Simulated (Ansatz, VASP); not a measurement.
# NaI in VASP and in Ansatz

```
CELL_PARAMETERS angstrom
0.00000 3.27899 3.27899
3.27899 0.00000 3.27899
3.27899 3.27899 0.00000
ATOMIC_POSITIONS crystal
I 0.50000 0.50000 0.50000
Na 0.00000 0.00000 0.00000
```

Change from the starting cell: volume scaled by 1.04.

Alike in both runs: task single point; functional LDA; k mesh 7 × 7 × 7; occupations fermi-dirac, width 0.05 eV; no spin polarisation.

|  | VASP | Ansatz |
| --- | --- | --- |
| version | VASP 6.6.1 | Ansatz 0.2.0 |
| potentials or method | VASP PAW LDA potentials, release 64 (I, Na_pv), cutoff 520 eV | all-electron LAPW, scalar-relativistic |

Ansatz gave:

| Property | Result |
| --- | --- |
| gap on the k mesh at the Fermi level (eV) | 3.23 |
| least direct gap on the mesh (eV) | 3.23 |
| pressure (GPa) | -2.1 |

Question: What did VASP give for the same quantities?

Answer: gap on the k mesh at the Fermi level (eV): 3.25; least direct gap on the mesh (eV): 3.25; pressure (GPa): -2.1.

Ansatz ran all-electron here, so the differences hold the error of VASP's frozen core and of both bases.

Caveats: spin-orbit coupling is left out, which moves the levels of the heavy elements.
